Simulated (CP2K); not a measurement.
Crystal: Te2Mo.

```
Te Mo
1.0
     3.51820    0.00000    0.00000
    -1.75910    3.04685    0.00000
     0.00000    0.00000   13.97360
Te Mo
4 2
Direct
  0.66667 0.33333 0.37900
  0.33333 0.66667 0.87900
  0.66667 0.33333 0.12100
  0.33333 0.66667 0.62100
  0.66667 0.33333 0.75000
  0.33333 0.66667 0.25000
```

Base run:

```yaml
Program: CP2K 2026.2
Functional: LDA
Potentials_or_basis: POTENTIAL_UZH Te GTH-PBE-q6, Mo GTH-PBE-q14; DZVP-MOLOPT-PBE-GTH basis
Density_cutoff: 9184 eV
k_mesh: 9 × 9 × 2
Occupations: fermi-dirac, width 0.05 eV
Spin: no spin polarisation
```

Its results: band gap on the k mesh 0.85 eV, indirect (least direct gap 1.04 eV); pressure 2.5 GPa; largest force 0.231 eV/Å.

The run is repeated on the same cell with these changes: functional from LDA to WC. What comes out?

Band gap on the k mesh 0.86 eV, indirect (least direct gap 1.05 eV); pressure 3.8 GPa; largest force 0.333 eV/Å.

WC binds less tightly than LDA, so the same cell stands under more pressure.

Caveats: the potentials were made for another functional, which shifts forces and pressure; spin-orbit coupling is left out, which moves the levels of the heavy elements; an odd mesh through Γ misses points on the zone boundary, where band edges often lie; the basis of atomic orbitals isn't converged, which shifts pressures, moduli and gaps; this functional lacks dispersion, which binds the layers, so the pressure and a relaxed spacing across them are unreliable (some runs).
